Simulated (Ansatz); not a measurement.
Runs of Ansatz 0.2.0 on FeGe. The structure is hexagonal, space group P6/mmm (No. 191). The conventional cell has a = 4.998 Å, b = 4.998 Å, c = 4.116 Å, α = 90.00°, β = 90.00°, γ = 120.00°. Ge (site symmetry -6m2) has 6 Fe at 2.51 Å and 3 Ge at 2.89 Å as nearest neighbours. Ge (site symmetry 6/mmm) is surrounded by 6 Fe at 2.50 Å. Around Fe (site symmetry mmm) lie 6 Ge at 2.50 to 2.51 Å and 4 Fe at 2.50 Å. The cell is a database's computed one.

```tsv
task	level	spin	cell	cutoff (eV)	points for each segment of the path	gap on the mesh (eV)	pressure (GPa)	moment (μB)	relaxed volume (Å³/atom)
band structure	r2SCAN	collinear, ferromagnetic start	as given	500	14	none	-0.8	6.61	-
relaxation of cell and atoms	LDA	collinear, ferromagnetic start	relaxed	420	-	none	0.0	3.24	(c)
band structure	LDA	collinear, ferromagnetic start	as given	420	14	none	(b)	4.06	-
band structure	PBEsol	non-collinear, ferromagnetic start, SOC	as given	420	14	none	-10.2	4.25	-
relaxation of cell and atoms	r2SCAN	collinear, ferromagnetic start	relaxed	500	-	none	0.0	(a)	14.73
```

Alike in all rows: potentials or basis Ansatz PAW; k mesh 6 × 6 × 7; smearing fermi-dirac 0.05 eV.

Estimate the missing entries.

(a) 6.57; (b) -14.7; (c) 13.34.

Caveats: the PAW data sets come from PBE, with cores solved anew for the run's functional, which leaves a small shift of forces and pressure; the magnetic or orbital state may not be the lowest (some runs); the plane-wave basis is chosen anew once the cell has moved, so the energies of steps on either side of that aren't comparable (some runs); the thresholds are loose for stress (some runs).

A k mesh can miss the band edges, and rows without SOC leave out spin-orbit coupling on Ge.

A gap of «none» marks a metal or a gap under the smearing width.
